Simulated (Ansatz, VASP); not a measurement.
One calculation of PbO (Litharge), two programs

The input INCAR:

```
SYSTEM = PbO
PREC = Accurate
ENCUT = 520
EDIFF = 1E-6
ISMEAR = -1
SIGMA = 0.05
LREAL = .FALSE.
LASPH = .TRUE.
NELM = 80
ALGO = Normal
ISIF = 2
LWAVE = .FALSE.
LCHARG = .FALSE.
GGA = PE
NBANDS = 28
```

The input KPOINTS:

```
regular mesh
0
G
  7 7 6
  0 0 0
```

Contents of POSCAR:

```
PbO
1.0
    3.9900000000      0.0000000000      0.0000000000
    0.0000000000      3.9900000000      0.0000000000
    0.0000000000      0.0000000000      5.0100000000
Pb O
2 2
Direct
    0.5000000000      0.0000000000      0.7600000000
    0.0000000000      0.5000000000      0.2400000000
    0.5000000000      0.5000000000      0.0000000000
    0.0000000000      0.0000000000      0.0000000000
```

input.yaml

```yaml
crystal:
  lattice:
    - [3.99, 0.0, 0.0]
    - [0.0, 3.99, 0.0]
    - [0.0, 0.0, 5.01]
  atoms:
    - { symbol: Pb, position: [0.5, 0.0, 0.76] }
    - { symbol: Pb, position: [0.0, 0.5, 0.24] }
    - { symbol: O, position: [0.5, 0.5, 0.0] }
    - { symbol: O, position: [0.0, 0.0, 0.0] }
kpoints:
  mp_grid: { grid: [7, 7, 6] }
scf:
  occupations: { method: fermi_dirac, width: 0.05 }
hamiltonian:
  xc: pbe
  pseudopotentials: { kind: all_electron, lapw: { basis_error: 0.001 } }
output:
  forces: true
  stress: true
  eigenvalues: true
  populations: true
```

Alike in both runs: task single point; functional PBE; k mesh 7 × 7 × 6; occupations fermi-dirac, width 0.05 eV; no spin polarisation.

|  | VASP | Ansatz |
| --- | --- | --- |
| version | VASP 6.6.1 | Ansatz 0.2.0 |
| potentials or method | VASP PAW PBE potentials, release 64 (Pb_d, O) | all-electron LAPW, scalar-relativistic |
| plane-wave cutoff (eV) | 520 | see its input |

VASP gave:

| Item | Value |
| --- | --- |
| gap on the k mesh at the Fermi level (eV) | 1.42 |
| least direct gap on the mesh (eV) | 2.37 |
| pressure (GPa) | 3.1 |
| largest component of the traceless stress (GPa) | 0.78 |
| rms of the force components (eV/Å) | 0.012 |

Problem. Estimate Ansatz's values.

Solution. gap on the k mesh at the Fermi level (eV): 1.41; least direct gap on the mesh (eV): 2.39; pressure (GPa): 3.0; largest component of the traceless stress (GPa): 0.78; rms of the force components (eV/Å): 0.003.

Atom by atom the forces differ by 0.015 eV/Å (rms over components). Ansatz ran all-electron here, so the differences hold the error of VASP's frozen core and of both bases.

Caveats: spin-orbit coupling is left out, which as a rule narrows the gap of such compounds by several tenths of an eV; an odd mesh through Γ misses points on the zone boundary, where band edges often lie.
